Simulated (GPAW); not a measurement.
# GaN (F-43m) in GPAW: a series of runs

One crystal, GaN, is run at these levels: BLYP, PBE, OLYP; tasks: equation of state, band structure, G0W0 quasiparticle levels.

Everything below comes from runs of GPAW 26.7.0. Logs are shortened: lines on timing, memory, paths and dates and some standing lists are left out, and cuts for length are marked. The log counts tension as positive stress, the text compression.

**Measured values to compare with.**

A printed reference work, textbook reports, for a bulk crystal of GaN at 0 K: band gap 3.299 eV (direct).

The results are compared with them further down.

## 1. The crystal as given

Symmetry: F-43m, No. 216, cubic system. Conventional cell: a = 4.507 Å, b = 4.507 Å, c = 4.507 Å, α = 90.00°, β = 90.00°, γ = 90.00°. Around Ga (site symmetry -43m) lie 4 N at 1.95 Å. Around N (site symmetry -43m) lie 4 Ga at 1.95 Å.

The cell is a database's computed one.

## 2. Equation of state, BLYP

run.py reads:

```python
from ase import Atoms
from ase.eos import EquationOfState
from ase.io import Trajectory
from ase.units import GPa
from gpaw import GPAW, PW, setup_paths

setup_paths.insert(0, '.')

atoms = Atoms(['Ga', 'N'],
              cell=[[0.0, 2.2535006075, 2.2535006075],
                    [2.2535006075, 0.0, 2.2535006075],
                    [2.2535006075, 2.2535006075, 0.0]],
              scaled_positions=[[0.0, 0.0, 0.0],
                                [0.25, 0.25, 0.25]],
              pbc=True)

traj = Trajectory('eos.traj', 'w')
volumes, energies = [], []
for x in [0.94, 0.96, 0.98, 1.0, 1.02, 1.04, 1.06]:
    a = atoms.copy()
    a.set_cell(atoms.cell * x**(1 / 3), scale_atoms=True)
    calc = GPAW(mode=PW(800),
                xc='BLYP',
                kpts={'size': (10, 10, 10), 'gamma': True},
                occupations={'name': 'fermi-dirac', 'width': 0.05},
                nbands=11,
                convergence={'density': 1e-05, 'energy': 1e-05},
                eigensolver='davidson',
                maxiter=150,
                txt=f'eos-{x:.2f}.txt')
    a.calc = calc
    energies.append(a.get_potential_energy(force_consistent=True))
    volumes.append(a.get_volume())
    p = -a.get_stress()[:3].mean() / GPa
    calc.write(f'eos-{x:.2f}.gpw')
    traj.write(a)
    print(f'{x:.2f} {volumes[-1]:10.4f} A^3 {energies[-1]:14.6f} eV {p:9.3f} GPa', flush=True)

v0, e0, B = EquationOfState(volumes, energies, eos='birchmurnaghan').fit()
print(f'V0 = {v0:.4f} A^3, E0 = {e0:.6f} eV, B0 = {B / GPa:.2f} GPa')
```

Potentials or basis: PAW data sets generated in the run's folder for this functional, pw.

Run with:

```bash
gpaw-setup -f BLYP Ga N
OMP_NUM_THREADS=1 python run.py
```

Log:

```text
__  _  _
 | _ |_)|_||  |
 |__||  | ||/\| - 26.7.0

Input parameters:
  mode=PW(ecut=800.0),
  convergence={'density': 1e-05, 'energy': 1e-05},
  eigensolver=Davidson(niter=2),
  kpts=MonkhorstPack(size=(10, 10, 10), gamma=True),
  maxiter=150,
  nbands=11,
  occupations=Occupations(name='fermi-dirac', width=0.05),
  xc=XC(name='BLYP')

Diagonalizing LCAO Hamiltonian
Converting LCAO to pw mode

           N
       Ga

Atoms  # Å, Bohr magnetons
|   | symbol |        x |        y |        z |    initial magnetic moments |
|---|--------|----------|----------|----------|-----------------------------|
| 0 |     Ga | 0.000000 | 0.000000 | 0.000000 | ( 0.0000,  0.0000,  0.0000) |
| 1 |      N | 1.103749 | 1.103749 | 1.103749 | ( 0.0000,  0.0000,  0.0000) |

Unit cell  # Å
| periodic |        x |        y |        z |  lengths |    angles |
|----------|----------|----------|----------|----------|-----------|
|      yes | 0.000000 | 2.207498 | 2.207498 | 3.121873 | 60.000000 |
|      yes | 2.207498 | 0.000000 | 2.207498 | 3.121873 | 60.000000 |
|      yes | 2.207498 | 2.207498 | 0.000000 | 3.121873 | 60.000000 |

Number of symmetries: 24
Symmetry operations  # r_c * U_cc + t_c -> r_c
|    | kind |            matrix            |
|----|------|------------------------------|
|  0 |  E   |  1, 0, 0,  0, 1, 0,  0, 0, 1 |
|  1 |  σ   |  1, 0, 0,  0, 0, 1,  0, 1, 0 |
|  2 |  σ   |  1, 0,-1,  0, 1,-1,  0, 0,-1 |
|  3 |  C3  |  1, 0,-1,  0, 0,-1,  0, 1,-1 |
|  4 |  C3  |  1,-1, 0,  0,-1, 1,  0,-1, 0 |
|  5 |  σ   |  1,-1, 0,  0,-1, 0,  0,-1, 1 |
|  6 |  σ   |  0, 1, 0,  1, 0, 0,  0, 0, 1 |
|  7 |  C3  |  0, 1, 0,  0, 0, 1,  1, 0, 0 |
|  8 |  C2  |  0, 1,-1,  1, 0,-1,  0, 0,-1 |
|  9 |  S4  |  0, 1,-1,  0, 0,-1,  1, 0,-1 |
| 10 |  C3  |  0, 0, 1,  1, 0, 0,  0, 1, 0 |
| 11 |  σ   |  0, 0, 1,  0, 1, 0,  1, 0, 0 |
| 12 |  S4  |  0, 0,-1,  1, 0,-1,  0, 1,-1 |
| 13 |  C3  |  0, 0,-1,  0, 1,-1,  1, 0,-1 |
| 14 |  S4  |  0,-1, 1,  1,-1, 0,  0,-1, 0 |
| 15 |  C2  |  0,-1, 1,  0,-1, 0,  1,-1, 0 |
| 16 |  C3  |  0,-1, 0,  1,-1, 0,  0,-1, 1 |
| 17 |  S4  |  0,-1, 0,  0,-1, 1,  1,-1, 0 |
| 18 |  S4  | -1, 1, 0, -1, 0, 1, -1, 0, 0 |
| 19 |  C3  | -1, 1, 0, -1, 0, 0, -1, 0, 1 |
| 20 |  C3  | -1, 0, 1, -1, 1, 0, -1, 0, 0 |
| 21 |  S4  | -1, 0, 1, -1, 0, 0, -1, 1, 0 |
| 22 |  σ   | -1, 0, 0, -1, 1, 0, -1, 0, 1 |
| 23 |  C2  | -1, 0, 0, -1, 0, 1, -1, 1, 0 |

BZ-sampling:
  Number of BZ points: 1000
  Number of IBZ points: 47

  Monkhorst-Pack size: [10, 10, 10]
  Monkhorst-Pack shift: [0.05, 0.05, 0.05]

K-points  # in reciprocal-cell coordinates
|     |                                coordinates |     weight |
|-----|--------------------------------------------|------------|
|   0 | (  0.00000000,   0.00000000,   0.00000000) | 0.00100000 |
|   1 | (  0.10000000,   0.10000000,   0.00000000) | 0.00600000 |
|   2 | (  0.10000000,   0.10000000,   0.10000000) | 0.00800000 |
|   3 | (  0.20000000,   0.10000000,   0.10000000) | 0.01200000 |
|   4 | (  0.20000000,   0.20000000,   0.00000000) | 0.00600000 |
|   5 | (  0.20000000,   0.20000000,   0.10000000) | 0.02400000 |
|   6 | (  0.20000000,   0.20000000,   0.20000000) | 0.00800000 |
|   7 | (  0.30000000,   0.20000000,   0.10000000) | 0.02400000 |
|   8 | (  0.30000000,   0.20000000,   0.20000000) | 0.02400000 |
|   9 | (  0.30000000,   0.30000000,   0.00000000) | 0.00600000 |
| ... |                                            |            |
|  46 | (  0.50000000,   0.50000000,   0.50000000) | 0.00400000 |

Plane wave coefficients: 1117
Cutoff: 800.0 eV

Spin-components: 1 (collinear spins)
Bands:           11
Projectors:      10
Spin-degeneracy: 2
Datatype:        complex128

Parallelization:
  kpt:    1
  domain: 1
  band:   1

Density:
  Valence electrons: 8.0
  Components: 1
  Grid points: [21 21 21]
  Charge: 0.0  # |e|

Potential:
  Grid points: [21 21 21]

species:
  Ga:
    name:    Gallium
    Z:       31.0
    valence: 3
    core:    28
    charge:  0.0  # [|e|]
    compensation charges:
      type: gauss
      rc: 0.37  # [Å]
      lmax: 2
    cutoffs:
      filter: 2.06  # [Å]
      core: 4.17  # [Å]
    projectors
    | kind |    occ | energy [eV] | rcut [Å] |
    |------|--------|-------------|----------|
    |   4s |  2.000 |      -8.903 |    1.164 |
    |   4p |  1.000 |      -2.515 |    1.164 |
    |    s |        |      18.309 |    1.164 |
    |    p |        |      24.697 |    1.164 |
    |    d |        |       0.000 |    1.164 |

    Using partial waves for Ga as LCAO basis

  N:
    name:    Nitrogen
    Z:       7.0
    valence: 5
    core:    2
    charge:  0.0  # [|e|]
    compensation charges:
      type: gauss
      rc: 0.18  # [Å]
      lmax: 2
    cutoffs:
      filter: 1.11  # [Å]
      core: 0.96  # [Å]
    projectors
    | kind |    occ | energy [eV] | rcut [Å] |
    |------|--------|-------------|----------|
    |   2s |  2.000 |     -18.447 |    0.603 |
    |   2p |  3.000 |      -7.063 |    0.529 |
    |    s |        |       8.764 |    0.603 |
    |    p |        |      20.148 |    0.529 |
    |    d |        |       0.000 |    0.577 |

    Using partial waves for N as LCAO basis

Reference energy: -54378.754124  # eV

eigensolver:
  Davidson
  Converge bands: occupied
  niter=2

density mixing:
  MSR1-Mixer
  Pratt-step length: 0.05
  Maximum mixing coefficient: 0.75
  Old densities: 10
  SVD Regularization: 0.005
  Good broyden scale: 1.0
  Trust region scale: 1.0
  Backstep threshold: 4.0
  History deletion threshold: 6.0
  Fourier metric: weight=20.0, sigma=0.015

occupation numbers:
  Fermi-Dirac:
    width: 0.0500  # eV

poisson solver:
  ecut: 6400.0  # eV

xc functional:
  name: BLYP with 2 nearest neighbor stencil

convergence criteria:
- Maximum integral of absolute [dens]ity change: 1e-05 electrons / valence electron
- Maximum [total energy] change in last 3 cyles: 1e-05 eV / valence electron
- Maximum integral of absolute [eigenst]ate change: 4e-08 eV^2 / valence electron
maximum number of iterations: 150

SCF iterations
|iter     | |      energy | eigst |  dens |
|---------|-|-------------|-------|-------|
|iter:   1| |  -12.959334 | -0.11 |       |
|iter:   2| |  -12.362267 | -2.03 | -0.53 |
|iter:   3| |  -10.698027 | -0.61 | -0.59 |
|iter:   4| |  -10.686714 | -2.65 | -1.30 |
|iter:   5| |  -10.683635 | -3.05 | -1.55 |
|iter:   6| |  -10.683320 | -4.40 | -2.59 |
|iter:   7| |  -10.683326 | -5.49 | -3.14 |
|iter:   8| |  -10.683325c| -7.32 | -3.84 |
|iter:   9| |  -10.683325c| -8.46c| -4.70 |
|iter:  10| |  -10.683325c| -9.43c| -5.28c|

Converged in 10 steps
Energy contributions relative to reference atoms: (reference = -54378.754124)

Energy contributions:
  Kinetic:          48.339050
  Coulomb:         -41.877501
  Zero:              0.161561
  External:          0.000000
  Xc:              -17.306435
  Entropy:          -0.000000
  Spinorbit:         0.000000
  ----------------------------
  Free energy:     -10.683325
  Extrapolated:    -10.683325

dipole moment: (-12.389532, -12.389532, -12.389532)  # |e|*Ang

Fermi level: 8.441
Eigenvalues  # (at kpt = [0.000, 0.000, 0.000])
| band index |      eig [eV] | occ [0-2] |
|------------|---------------|-----------|
|          0 |        -8.772 |     2.000 |
|          1 |         7.546 |     2.000 |
|          2 |         7.546 |     2.000 |
|          3 |         7.546 |     2.000 |
|          4 |         9.952 |     0.000 |
|          5 |        18.387 |     0.000 |
|          6 |        18.387 |     0.000 |
|          7 |        18.387 |     0.000 |
|          8 |        26.337 |     0.000 |
|          9 |        26.506 |     0.000 |
|         10 |        26.598 |     0.000 |

Gap: 2.407 eV
Transition (v -> c):
  (s=0, k=0, n=3, [0.00, 0.00, 0.00]) -> (s=0, k=0, n=4, [0.00, 0.00, 0.00])
No difference between direct/indirect transitions

Stress tensor  # eV/Ang^3
|         x |         y |         z |
|-----------|-----------|-----------|
| -0.215182 |  0.000000 | -0.000000 |
|  0.000000 | -0.215182 | -0.000000 |
| -0.000000 | -0.000000 | -0.215182 |

# Writing to eos-0.94.gpw (mode='')
```

It took 70 s on 1 thread of Arm Neoverse V2, shared host; peak memory 0.22 GiB.

What came out:

```
Equilibrium volume : 12.50 Å³/atom (rough: see the caveat)
Bulk modulus       : 161 GPa (rough)
```

Energy against volume, from the lowest point:
```
volume (Å³/atom)  energy (meV/atom)
          10.757             159.05
          10.986             113.47
          11.215              76.77
          11.444              47.85
          11.673              25.93
          11.902               9.85
          12.131               0.00
```

Caveat: the data sets keep Ga 3d, Li 1s and Be 1s frozen, and some such compounds lay over 1.5 % in volume off other programs; the minimum lies outside the volumes run.

## 3. Equation of state, PBE

run.py reads:

```python
from ase.eos import EquationOfState
from ase.io import Trajectory
from ase.spacegroup import crystal
from ase.units import GPa
from gpaw import GPAW, PW, setup_paths

setup_paths.insert(0, '.')

# Ga 4a
# N 4d
atoms = crystal(['Ga', 'N'],
                basis=[[0.0, 0.0, 0.0],
                       [0.25, 0.25, 0.75]],
                spacegroup=216, setting=1,  # F-43m
                cellpar=[4.50700122, 4.50700122, 4.50700122, 90.0, 90.0, 90.0],
                primitive_cell=True)

traj = Trajectory('eos.traj', 'w')
volumes, energies = [], []
for x in [0.94, 0.96, 0.98, 1.0, 1.02, 1.04, 1.06]:
    a = atoms.copy()
    a.set_cell(atoms.cell * x**(1 / 3), scale_atoms=True)
    calc = GPAW(mode=PW(800),
                xc='PBE',
                kpts={'size': (10, 10, 10), 'gamma': True},
                occupations={'name': 'fermi-dirac', 'width': 0.05},
                setups={'Ga': 'jth', 'N': 'jth'},
                nbands=-7,
                convergence={'density': 1e-05, 'energy': 1e-05},
                maxiter=150,
                txt=f'eos-{x:.2f}.txt')
    a.calc = calc
    energies.append(a.get_potential_energy(force_consistent=True))
    volumes.append(a.get_volume())
    p = -a.get_stress()[:3].mean() / GPa
    calc.write(f'eos-{x:.2f}.gpw')
    traj.write(a)
    print(f'{x:.2f} {volumes[-1]:10.4f} A^3 {energies[-1]:14.6f} eV {p:9.3f} GPa', flush=True)

v0, e0, B = EquationOfState(volumes, energies, eos='birchmurnaghan').fit()
print(f'V0 = {v0:.4f} A^3, E0 = {e0:.6f} eV, B0 = {B / GPa:.2f} GPa')
```

Potentials or basis: JTH PAW 2.0, PBE, pw.

Run with:

```bash
OMP_NUM_THREADS=1 python run.py
```

It took 1.9 min on 1 thread of Arm Neoverse V2, shared host; peak memory 0.26 GiB.

It converged, with:

| Item | Value |
| --- | --- |
| Equilibrium volume | 11.80 Å³/atom |
| Bulk modulus | 172 GPa |
| Pressure derivative of the bulk modulus | 4.4 (rough: it moves with the points fitted) |

Energy against volume, from the lowest point:
```csv
volume (Å³/atom),energy (meV/atom)
10.757,57.73
10.986,33.96
11.215,16.41
11.444,5.44
11.673,0.53
11.902,0.00
12.131,4.27
```

Caveat: the program truncates these outside data sets.

## 4. Band structure, OLYP, spin-orbit coupling, no magnetisation

run.py reads:

```python
import numpy as np
from ase import Atoms
from ase.dft.bandgap import bandgap
from ase.io import write
from ase.units import GPa
from gpaw import GPAW, PW, setup_paths
from gpaw.spinorbit import soc_eigenstates

setup_paths.insert(0, '.')

atoms = Atoms(['Ga', 'N'],
              cell=[[0.0, 2.2535006075, 2.2535006075],
                    [2.2535006075, 0.0, 2.2535006075],
                    [2.2535006075, 2.2535006075, 0.0]],
              scaled_positions=[[0.0, 0.0, 0.0],
                                [0.25, 0.25, 0.25]],
              pbc=True)

calc = GPAW(mode=PW(800),
            xc='GGA_X_OPTX+GGA_C_LYP',
            kpts={'size': (10, 10, 10), 'gamma': True},
            occupations={'name': 'fermi-dirac', 'width': 0.05},
            nbands=11,
            convergence={'density': 1e-05, 'energy': 1e-05},
            eigensolver='davidson',
            maxiter=150,
            txt='gpaw.txt')
atoms.calc = calc
energy = atoms.get_potential_energy()
forces = atoms.get_forces()
stress = atoms.get_stress()
calc.write('gs.gpw')
write('result.traj', atoms)
print(f'Energy: {energy:.6f} eV')
print('Forces (eV/A):')
print(forces.round(4))
print('Stress (GPa):', (stress / GPa).round(3))
print('Fermi level:', round(calc.get_fermi_level(), 4), 'eV')
print(f'Gap: {bandgap(calc)[0]:.4f} eV, direct: {bandgap(calc, direct=True)[0]:.4f} eV')

path = atoms.cell.bandpath('GXWKGLUWLK,UX', npoints=80, eps=1e-4)
bs_calc = calc.fixed_density(kpts=path, symmetry='off', nbands=19,
                             convergence={'bands': 'CBM+6.0', 'eigenstates': 1e-6}, txt='bands.txt')
bs = bs_calc.band_structure()
bs.write('bs.json')
print(f'Gap on the path: {bandgap(bs_calc)[0]:.4f} eV')

soc = soc_eigenstates(bs_calc, theta=90, phi=0)
np.savetxt('soc_bands.dat', soc.eigenvalues(), fmt='%.4f')
mesh = soc_eigenstates('gs.gpw', theta=90, phi=0)
np.savetxt('soc_mesh.dat', mesh.eigenvalues(), fmt='%.4f')
print('Fermi level with spin-orbit coupling:', round(mesh.fermi_level, 4), 'eV')
```

Potentials or basis: PAW data sets generated in the run's folder for this functional, pw.

Run with:

```bash
gpaw-setup -f GGA_X_OPTX+GGA_C_LYP Ga N
OMP_NUM_THREADS=1 python run.py
```

Run time: 24 s. Hardware: 1 thread of Arm Neoverse V2, shared host; peak memory 0.25 GiB.

It converged, with:

```yaml
Free_energy: -10.9472 eV
Pressure: 13.3 GPa
Band_gap_on_the_k_mesh: 1.98 eV, direct
Band_gap_along_the_path: 1.98 eV, direct
```

Levels at the corners of the path, in eV from the valence-band top:
```tsv
point	band 6	band 7	band 8	band 9	band 10	band 11
Γ	0.00	0.00	0.00	1.98	1.98	10.36
X	-2.63	-2.59	-2.59	3.60	3.60	6.99
W	-3.68	-3.51	-3.46	6.48	6.49	8.67
K	-4.14	-2.11	-2.10	5.27	5.27	8.16
Γ	0.00	0.00	0.00	1.98	1.98	10.36
L	-0.96	-0.92	-0.92	4.95	4.95	9.05
U	-4.14	-2.11	-2.10	5.27	5.27	8.16
W	-3.68	-3.51	-3.46	6.48	6.49	8.67
L	-0.96	-0.92	-0.92	4.95	4.95	9.05
K	-4.14	-2.11	-2.10	5.27	5.27	8.16
U	-4.14	-2.11	-2.10	5.27	5.27	8.16
X	-2.63	-2.59	-2.59	3.60	3.60	6.99
```

Caveat: the data sets keep Ga 3d, Li 1s and Be 1s frozen, and some such compounds lay over 1.5 % in volume off other programs; spin-orbit coupling was added after a scalar SCF, so levels and gaps hold it while energy, forces, pressure and moments don't; this program's spin-orbit splittings come out too wide for heavy elements.

(Continued in part 2 of 2.)
